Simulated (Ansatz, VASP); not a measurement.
## Two plane-wave programs on TiTe2

```
CELL_PARAMETERS angstrom
3.44828 0.00000 0.00000
-1.72414 2.98630 0.00000
0.00000 0.00000 6.00566
ATOMIC_POSITIONS crystal
Ti 0.00000 0.00000 0.00000
Te 0.66667 0.33333 0.29105
Te 0.33333 0.66667 0.70895
```

Alike in both runs: functional PBE; dispersion D3(BJ); k mesh 15 × 15 × 8; occupations fermi-dirac, width 0.15 eV; no spin polarisation.

Ansatz relaxed the structure, and its values are those at the end. VASP's run is a single point on that final structure, the one shown.

```csv
,VASP,Ansatz
version,VASP 6.6.1,Ansatz 0.2.0
potentials or method,"VASP PAW PBE potentials, release 64 (Ti_sv, Te)","scalar-relativistic, plane waves, PAW"
plane-wave cutoff (eV),520,420
valence electrons in the cell,24,44
```

```csv
,VASP,Ansatz,Ansatz less VASP
gap on the k mesh at the Fermi level (eV),none,none,-
pressure (GPa),14.9,15.0,+0.10
rms of the force components (eV/Å),0.004,0.000,-0.0040
```

A gap of «none» marks a metal or a gap that the smearing closes. The two sets of potentials don't hold the same shells in valence.

Caveats: pairwise dispersion overbinds metals, which lowers pressure and volume. The runs have no spin-orbit coupling, so splittings on Te are missing.
